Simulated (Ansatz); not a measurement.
**BaO: optics and the fine band structure**

Aim: levels on a fine mesh, and what follows from them: optical spectra of independent particles, band edges or the Fermi surface. Runs: Ansatz LAPW in place of Elk (LAPW).

Program: Ansatz 0.2.0. Level of theory: DFT PBEsol, all-electron LAPW, scalar-relativistic unless said. These are calculated values, not measurements.

## (1) Starting point

Symmetry: Fm-3m, No. 225, cubic system. The conventional cell has a = 5.500 Å, b = 5.500 Å, c = 5.500 Å, α = 90.00°, β = 90.00°, γ = 90.00°. Around Ba (site symmetry m-3m) lie 6 O at 2.75 Å. O (site symmetry m-3m) has 6 Ba at 2.75 Å as nearest neighbours.

Coordinates:

```
CELL_PARAMETERS angstrom
0.00000 2.75000 2.75000
2.75000 0.00000 2.75000
2.75000 2.75000 0.00000
ATOMIC_POSITIONS crystal
Ba 0.00000 0.00000 0.00000
O 0.50000 0.50000 0.50000
```

Cartesian axes are those of the input's lattice vectors. The structure goes back to a database entry.

## (2) Ansatz LAPW in place of Elk, fine mesh, LAPW

Contents of input.yaml:

```yaml
crystal:
  lattice:
    - [0.0, 2.75, 2.75]
    - [2.75, 0.0, 2.75]
    - [2.75, 2.75, 0.0]
  atoms:
    - { symbol: Ba, position: [0.0, 0.0, 0.0] }
    - { symbol: O, position: [0.5, 0.5, 0.5] }
kpoints:
  mp_grid: { grid: [8, 8, 8] }
scf:
  occupations: { method: fixed }
hamiltonian:
  xc: pbesol
  pseudopotentials: { kind: all_electron, lapw: { basis_error: 0.001 } }
output:
  forces: true
  stress: true
  eigenvalues: true
  eigenstates:
    nscf_kmesh: { grid: [16, 16, 16] }
    de_dk: true
    e_range: [-9, 11.88215]
  optics:
    e_range: [0, 25]
    de: 0.2
    sigma: 0.15
    bands: { spectra_wanted_up_to: 25 }
    nscf_kmesh: { grid: [16, 16, 16] }
checkpoint:
  write: ck
  write_wavefunctions: false
```

On the command line:

```console
$ ansatz run input.yaml --threads 1 --pin off --max-ram 3072MiB --backend cpu --events-out ev --progress --plain --runs-dir out
```

The log of the run:

```text
LAPW: plane waves up to 7.204 Å⁻¹, error target 1.0e-3 eV per atom; small_component_spin mean_spin; O in spheres of 1.300 Å, 6 of its electrons in bands, Dirac shells []; Ba in spheres of 1.450 Å, 28 of its electrons in bands, Dirac shells [] (how accurate: hamiltonian.pseudopotentials.lapw.basis_error, Limitations)
Engine: ansatz 0.2.0
Pseudopotentials: kind: all_electron
Pseudopotential: Ba, LAPW, valence charge 28, lapw/all_electron/scalar/gaussian/Ba, Koelling and Harmon's equation, gaussian nucleus
Pseudopotential: O, LAPW, valence charge 6, lapw/all_electron/scalar/gaussian/O, Koelling and Harmon's equation, gaussian nucleus
Functional definition: PBEsol
  exchange = pbesol_x
  correlation = pbesol_c
davidson cushion auto → on  (no smearing: the cushion is to keep the highest requested band from converging to the state above it; pin scf.eigensolver.cushion to override)
Crystal: 2 atoms, lattice volume = 41.594 Å³
Basis set: ecut = 197.73279916929624 eV, 259 PW (Γ), exchange–correlation at level 2
Bands: 21, of which v1, the nominal top of the filled ones, is band 17 counted from 1 (16 counted from 0)
Symmetry: 48 space group operations
Space group: Fm-3m (ITA 225), of the structure as read, at distance tolerance 3.5e-5 Å
k-points: 29 of 512
Non-local potential: Ba, projectors of the file, none
Non-local potential: O, projectors of the file, none
Initial density: superposition of atomic densities (chi_scale 0.1, normalization cell, long waves kept (reshape's long-wave potential 0.00 eV rms))
Initial wavefunctions: plane waves of lowest kinetic energy (no species holds an atomic orbital)
Functional: x = pbesol(κ = 0.804, μ = 0.12345679012345678), c = pbesol(β = 0.046)
iter 1 solved again at ethr=8.35e-3 eV; its pass at ethr=1.00e-1 eV (dr2=2.84e0 eV) is discarded
SCF iter   1: F=—  HF=-223332.143512 eV  |F-HF|=—  |Δ(HF+E_count)|=         —  Δρ=6.22e-2  dr2=2.84e0  ethr=8.35e-3  ⟨swp⟩=2.0  Hψ=4134  notcnv=0
preconditioner: auto → none  [insulator: Δε(μ)=4.827 eV  Ē_g=16.605 eV  n_scr=14 (ndim 8)  ℏωp=23.0 eV  f_vac=0.000  ε∞_Penn≈2.9]
SCF iter   2: F=—  HF=-223331.963729 eV  |F-HF|=—  |Δ(HF+E_count)|=   1.80e-1  Δρ=4.90e-2  dr2=1.71e0  ethr=8.35e-3  ⟨swp⟩=3.0  Hψ=2144  notcnv=0
SCF iter   3: F=—  HF=-223329.849620 eV  |F-HF|=—  |Δ(HF+E_count)|=    2.11e0  Δρ=1.57e-2  dr2=1.79e-1  ethr=5.02e-3  ⟨swp⟩=3.0  Hψ=2153  notcnv=0
SCF iter   4: F=—  HF=-223329.990938 eV  |F-HF|=—  |Δ(HF+E_count)|=         —  Δρ=1.58e-2  dr2=1.85e-1  ethr=5.26e-4  ⟨swp⟩=3.0  Hψ=2255  notcnv=0
the basis was enlarged: its passes take 107.8 KiB over the memory plan, 1 of 1 planned eigensolver slots
SCF iter   5: F=—  HF=-223329.855382 eV  |F-HF|=—  |Δ(HF+E_count)|=   1.36e-1  Δρ=1.07e-2  dr2=8.82e-2  ethr=5.26e-4  ⟨swp⟩=3.0  Hψ=2028  notcnv=0
iter 6 solved again at ethr=1.81e-6 eV; its pass at ethr=2.59e-4 eV (dr2=6.16e-4 eV) is discarded
SCF iter   6: F=—  HF=-223329.811051 eV  |F-HF|=—  |Δ(HF+E_count)|=   4.43e-2  Δρ=8.94e-4  dr2=6.13e-4  ethr=1.81e-6  ⟨swp⟩=3.1  Hψ=3497  notcnv=0  defer=2
SCF iter   7: F=—  HF=-223329.810669 eV  |F-HF|=—  |Δ(HF+E_count)|=   3.82e-4  Δρ=1.26e-4  dr2=1.17e-5  ethr=1.80e-6  ⟨swp⟩=3.0  Hψ=2157  notcnv=0
SCF iter   8: F=—  HF=-223329.810667 eV  |F-HF|=—  |Δ(HF+E_count)|=   1.93e-6  Δρ=1.31e-5  dr2=8.16e-8  ethr=3.44e-8  ⟨swp⟩=3.1  Hψ=2238  notcnv=0
SCF iter   9: F=—  HF=-223329.810667 eV  |F-HF|=—  |Δ(HF+E_count)|=   2.00e-7  Δρ=1.38e-6  dr2=7.22e-10  ethr=2.40e-10  ⟨swp⟩=3.8  Hψ=2416  notcnv=0
SCF iter  10: F=—  HF=-223329.810667 eV  |F-HF|=—  |Δ(HF+E_count)|=  5.24e-10  Δρ=5.64e-7  dr2=2.46e-10  ethr=4.02e-12 (applied; sched 2.12e-12)  ⟨swp⟩=3.1  Hψ=2285  notcnv=0
SCF iter  11: F=-223329.810667 eV  HF=-223329.810667 eV  |F-HF|=8.73e-11  |Δ(HF+E_count)|=  1.46e-10  Δρ=2.17e-8  dr2=3.44e-13  ethr=3.67e-12 (applied; sched 1.00e-12)  ⟨swp⟩=3.0  Hψ=2120  notcnv=0
SCF 1 converged in 11 iterations: F = -223329.810667 eV  dr2 = 3.44e-13
NSCF: frozen V_eff on 145 k-points
the basis was enlarged: its passes take 5.3 MiB over the memory plan, 1 of 1 planned eigensolver slots
NSCF: frozen V_eff on 145 k-points
SCF converged after 11 iterations
Free energy (F): -223329.810667 eV
Harris-Foulkes:  -223329.810667 eV  (|F-HF|=8.73e-11)
Internal energy: -223329.810667 eV  (E = F + TS)
E sigma→0 (E₀):  -223329.810667 eV
Fermi energy:    11.515058 eV
--- Per-component energies (eV) ---
  E_band       = -2073.816270
  E_kinetic    = 237805.336361
  E_xc         = -5533.507917
  E_electrostatic = -455601.639111  (all electrons and nuclei)
  E_smearing   = -0.000000  (= −TS)
  E_closure    = 0.000000  (closes the sum)
  E_atoms      = -223317.278020  (free atoms, spherical and without spin; not in F)
  Σ components = -223329.810667   (vs F -223329.810667, Δ=0.00e0)
  Basis errors (estimates in eV, not in F): energy 4.0e-4 per atom: plane waves 3.6e-4 (1.9e-4 summed), levels above the bands 0.0e0, relativity 2.0e-8, radial functions 3.2e-5, core shells 7.5e-9; eigenvalues (radial functions only) 2.0e-5; not estimated: angular momenta, meshes, grids; target (lapw.basis_error) 1.0e-3; muffin-tin radii O 1.300 Å, Ba 1.450 Å
--- Forces (eV/Å), atoms counted from 1 ---
  atom   1  Ba     0.00000000    -0.00000000     0.00000000
  atom   2  O      0.00000000     0.00000000    -0.00000000
  max |Σ_I F_I| component: 1.18e-30 eV/Å
--- Stress (GPa, compression-positive) ---
       -0.414269       0.000000      -0.000000
        0.000000      -0.414269       0.000000
       -0.000000       0.000000      -0.414269
  P = ⅓ Tr σ = -0.4143 GPa (-4.143 kbar)
--- Band table (eV; the first three rows and the last of 29) ---
  k-point 0: bands = ["-223.4030", "-160.6210", "-160.6210", "-160.6210", "-69.5587", "-69.5587", "-69.5587", "-69.5477", "-69.5477", "-14.2419", "-3.4787", "1.3072", "1.3072", "1.3072", "10.9915", "10.9915", "10.9915", "15.0220", "16.1968", "16.1968", "16.1968"]
  k-point 1: bands = ["-223.4030", "-160.6210", "-160.6210", "-160.6210", "-69.5587", "-69.5587", "-69.5587", "-69.5477", "-69.5477", "-14.2016", "-3.5947", "1.2665", "1.2880", "1.2880", "10.6661", "10.8042", "10.8042", "15.6616", "15.9758", "16.4672", "16.4672"]
  k-point 2: bands = ["-223.4030", "-160.6210", "-160.6210", "-160.6210", "-69.5587", "-69.5587", "-69.5587", "-69.5477", "-69.5477", "-14.1017", "-3.8756", "1.1745", "1.2426", "1.2426", "10.0600", "10.4018", "10.4018", "15.8071", "17.2123", "17.2123", "17.2551"]
  k-point 28: bands = ["-223.4030", "-160.6210", "-160.6210", "-160.6210", "-69.5587", "-69.5587", "-69.5586", "-69.5477", "-69.5476", "-13.8714", "-3.8953", "0.1447", "0.1447", "1.2319", "10.0490", "11.2764", "11.2764", "15.9525", "15.9525", "18.4731", "20.8662"]
--- Fermi surface from the table of eigenstates not read: on its mesh, or on one of the eight of every second point, the electrons fill whole bands (an insulator's do; a metal wants a denser output.eigenstates.nscf_kmesh) ---
```

It took 41 s on 1 thread of Intel Xeon 6975P-C (Granite Rapids), shared host; peak memory 0.41 GiB.

Dielectric function (mesh 16×16×16, lines of 0.15 eV; smoothed further over energy, so single values depart from the program's file; independent particles, no excitons); n, R and the loss function are for light polarised along x:

```csv
E (eV),Re εxx,Im εxx,n,R,loss
1.0,4.64,0.00,2.15,0.134,0.000
2.0,5.15,0.21,2.27,0.151,0.008
3.0,5.10,0.86,2.27,0.153,0.032
4.0,5.44,1.12,2.35,0.166,0.036
5.0,5.75,2.04,2.43,0.187,0.055
6.0,5.95,3.71,2.55,0.223,0.076
7.0,4.20,4.83,2.30,0.233,0.118
8.0,1.50,5.83,1.94,0.288,0.161
9.0,-0.05,3.90,1.39,0.277,0.256
10.0,0.57,2.26,1.20,0.161,0.416
11.0,0.19,1.85,1.01,0.171,0.536
12.0,1.02,0.62,1.05,0.021,0.435
13.0,2.92,1.24,1.75,0.089,0.123
14.0,2.19,2.90,1.71,0.152,0.220
15.0,1.07,2.77,1.42,0.165,0.315
16.0,1.15,2.45,1.39,0.144,0.335
17.0,0.77,2.36,1.28,0.154,0.383
18.0,0.70,3.00,1.38,0.195,0.316
19.0,-0.49,2.22,0.94,0.268,0.430
20.0,-0.13,1.54,0.84,0.204,0.643
21.0,-0.20,2.36,1.04,0.236,0.421
22.0,-1.20,1.09,0.46,0.480,0.416
23.0,-0.37,0.47,0.34,0.409,1.306
24.0,-0.07,0.57,0.50,0.221,1.712
25.0,-0.19,0.61,0.48,0.265,1.492
```

On the fine mesh the gap is 1.859 eV and the least direct gap 1.859 eV.

## (3) Ansatz LAPW in place of Elk, band extrema, LAPW

Contents of input.yaml:

```yaml
crystal:
  lattice:
    - [0.0, 2.75, 2.75]
    - [2.75, 0.0, 2.75]
    - [2.75, 2.75, 0.0]
  atoms:
    - { symbol: Ba, position: [0.0, 0.0, 0.0] }
    - { symbol: O, position: [0.5, 0.5, 0.5] }
kpoints:
  mp_grid: { grid: [8, 8, 8] }
scf:
  occupations: { method: fixed }
hamiltonian:
  xc: pbesol
  pseudopotentials: { kind: all_electron, lapw: { basis_error: 0.001 } }
output:
  eigenstates:
    kpoints:
      - [0.0, -0.5, -0.5]
      - [0.0, -0.49781162, -0.49781162]
      - [0.0, -0.495623239, -0.495623239]
      - [0.0, -0.491246478, -0.491246478]
      - [0.00218838, -0.5, -0.49781162]
      - [0.004376761, -0.5, -0.495623239]
      - [0.008753522, -0.5, -0.491246478]
      - [0.00218838, -0.49781162, -0.5]
      - [0.004376761, -0.495623239, -0.5]
      - [0.008753522, -0.491246478, -0.5]
      - [0.001547419, -0.498452581, -0.496905163]
      - [0.003094837, -0.496905163, -0.493810325]
      - [0.006189675, -0.493810325, -0.487620651]
      - [0.003094837, -0.498452581, -0.498452581]
      - [0.006189675, -0.496905163, -0.496905163]
      - [0.012379349, -0.493810325, -0.493810325]
      - [0.002526924, -0.497473076, -0.497473076]
      - [0.005053848, -0.494946152, -0.494946152]
      - [0.010107696, -0.489892304, -0.489892304]
      - [-0.000893403, -0.500893403, -0.498213195]
      - [-0.001786805, -0.501786805, -0.49642639]
      - [-0.00357361, -0.50357361, -0.492852779]
      - [0.0, -0.5, -0.5]
      - [0.0, -0.49781162, -0.49781162]
      - [0.0, -0.495623239, -0.495623239]
      - [0.0, -0.491246478, -0.491246478]
      - [0.00218838, -0.5, -0.49781162]
      - [0.004376761, -0.5, -0.495623239]
      - [0.008753522, -0.5, -0.491246478]
      - [0.00218838, -0.49781162, -0.5]
      - [0.004376761, -0.495623239, -0.5]
      - [0.008753522, -0.491246478, -0.5]
      - [0.001547419, -0.498452581, -0.496905163]
      - [0.003094837, -0.496905163, -0.493810325]
      - [0.006189675, -0.493810325, -0.487620651]
      - [0.003094837, -0.498452581, -0.498452581]
      - [0.006189675, -0.496905163, -0.496905163]
      - [0.012379349, -0.493810325, -0.493810325]
      - [0.002526924, -0.497473076, -0.497473076]
      - [0.005053848, -0.494946152, -0.494946152]
      - [0.010107696, -0.489892304, -0.489892304]
      - [-0.000893403, -0.500893403, -0.498213195]
      - [-0.001786805, -0.501786805, -0.49642639]
      - [-0.00357361, -0.50357361, -0.492852779]
    de_dk: true
    e_range: [-3, 4.859019937167]
checkpoint:
  read: ck
  post_process_only: true
```

On the command line:

```console
$ ansatz run input.yaml --threads 1 --pin off --max-ram 3072MiB --backend cpu --events-out ev --progress --plain --runs-dir out
```

The log of the run:

```text
LAPW: plane waves up to 7.204 Å⁻¹, error target 1.0e-3 eV per atom; small_component_spin mean_spin; O in spheres of 1.300 Å, 6 of its electrons in bands, Dirac shells []; Ba in spheres of 1.450 Å, 28 of its electrons in bands, Dirac shells [] (how accurate: hamiltonian.pseudopotentials.lapw.basis_error, Limitations)
[... 7 set-up lines as earlier in the session ...]
Crystal: 2 atoms, lattice volume = 41.594 Å³
Basis set: ecut = 197.73279916929624 eV, 259 PW (Γ), exchange–correlation at level 2
Bands: 21, of which v1, the nominal top of the filled ones, is band 17 counted from 1 (16 counted from 0)
[... 2 set-up lines as earlier in the session ...]
k-points: 29 of 512
[... 2 set-up lines as earlier in the session ...]
Initial density: read from a saved state, or passed on in memory by an earlier SCF of this step, an earlier step, the calling program or the single point that the run made first
Stability of the state it starts from, as read at its close in the unpolarized treatment: not read negative (Ritz values of 1 − χ₀K, real part plus size of imaginary part, from 0.86 to 1.1, by its mixing steps under the symmetry group of the SCF that read it)
[... 2 set-up lines as earlier in the session ...]
NSCF: frozen V_eff on 29 k-points
the basis was enlarged: its passes take 107.8 KiB over the memory plan, 1 of 1 planned eigensolver slots
SCF 1: post-processed at a frozen density
NSCF: frozen V_eff on 44 k-points
post-processed at a frozen density (a non-self-consistent diagonalisation pass)
Frozen density: held to its close (this run's Kohn–Sham map moves it by 0.857 times the closing residual that it is held to, a close tighter than 2.5e-8 e/Å³ being held as that figure; up to 4 times is held)
Free energy (F): -223329.810667 eV
Harris-Foulkes:  -223329.810667 eV  (|F-HF|=2.04e-10)
Internal energy: -223329.810667 eV  (E = F + TS)
E sigma→0 (E₀):  -223329.810667 eV
Fermi energy:    11.515058 eV
--- Per-component energies (eV) ---
  E_band       = -2073.816270
  E_kinetic    = 237805.336353
  E_xc         = -5533.507917
  E_electrostatic = -455601.639103  (all electrons and nuclei)
  E_smearing   = -0.000000  (= −TS)
  E_closure    = 0.000000  (closes the sum)
  E_atoms      = -223317.278020  (free atoms, spherical and without spin; not in F)
  Σ components = -223329.810667   (vs F -223329.810667, Δ=0.00e0)
--- Band table (eV; the first three rows and the last of 29) ---
  k-point 0: bands = ["-223.4030", "-160.6210", "-160.6210", "-160.6210", "-69.5587", "-69.5587", "-69.5587", "-69.5477", "-69.5477", "-14.2419", "-3.4787", "1.3072", "1.3072", "1.3072", "10.9915", "10.9915", "10.9915", "15.0220", "16.1968", "16.1968", "16.1968"]
  k-point 1: bands = ["-223.4030", "-160.6210", "-160.6210", "-160.6210", "-69.5587", "-69.5587", "-69.5587", "-69.5477", "-69.5477", "-14.2016", "-3.5947", "1.2665", "1.2880", "1.2880", "10.6661", "10.8042", "10.8042", "15.6616", "15.9758", "16.4672", "16.4672"]
  k-point 2: bands = ["-223.4030", "-160.6210", "-160.6210", "-160.6210", "-69.5587", "-69.5587", "-69.5587", "-69.5477", "-69.5477", "-14.1017", "-3.8756", "1.1745", "1.2426", "1.2426", "10.0600", "10.4018", "10.4018", "15.8071", "17.2123", "17.2123", "17.2551"]
  k-point 28: bands = ["-223.4030", "-160.6210", "-160.6210", "-160.6210", "-69.5587", "-69.5587", "-69.5586", "-69.5477", "-69.5476", "-13.8714", "-3.8953", "0.1447", "0.1447", "1.2319", "10.0490", "11.2764", "11.2764", "15.9525", "15.9525", "18.4731", "20.8662"]
```

It took 3.3 s on 1 thread of Intel Xeon 6975P-C (Granite Rapids), shared host; peak memory 0.29 GiB.

Band extrema and masses (electron masses, negative for holes; branches count from the edge):

```csv
side,k,valleys,level (eV),direction,branch,mass
conduction,X,3,1.859,100,1,1.229
conduction,X,3,1.859,010,1,0.382
conduction,X,3,1.859,001,1,0.382
conduction,X,3,1.859,110,1,0.582
conduction,X,3,1.859,111,1,0.496
valence,X,3,0.000,100,1,-0.397
valence,X,3,-0.262,100,2,-3.693
valence,X,3,-0.262,100,3,-3.693
valence,X,3,0.000,010,1,-3.492
valence,X,3,-0.262,010,2,-3.648
valence,X,3,-0.262,010,3,-0.372
valence,X,3,0.000,001,1,-3.492
valence,X,3,-0.262,001,2,-3.648
valence,X,3,-0.262,001,3,-0.372
valence,X,3,0.000,110,1,-0.712
valence,X,3,-0.262,110,2,-3.670
valence,X,3,-0.262,110,3,-0.677
valence,X,3,0.000,111,1,-0.970
valence,X,3,-0.262,111,2,-1.135
valence,X,3,-0.262,111,3,-0.786
```

## (4) All runs together

| run | mesh | gap (eV) | direct gap (eV) | ε∞ (xx) |
| --- | --- | --- | --- | --- |
| Ansatz LAPW in place of Elk, LAPW | 16×16×16 | 1.859 | 1.859 | 4.53 |

## (5) What came out

```
                         quantity             value
                       gap (LAPW)           1.86 eV
                 least direct gap           1.86 eV
                  ε∞ (xx, yy, zz)  4.53, 4.53, 4.53
strongest local maximum of Im εxx            7.8 eV
```

The gap is 1.86 eV, direct. It is a Kohn-Sham gap, and the spectra are not shifted. The spectra hold no excitons and no local fields. Cautions: no spin-orbit coupling on heavy atoms; semilocal gaps are low, and what follows the gap (onsets, screening, light masses) shifts with it; the listed cell is idealised, measured hot or off later refinements.
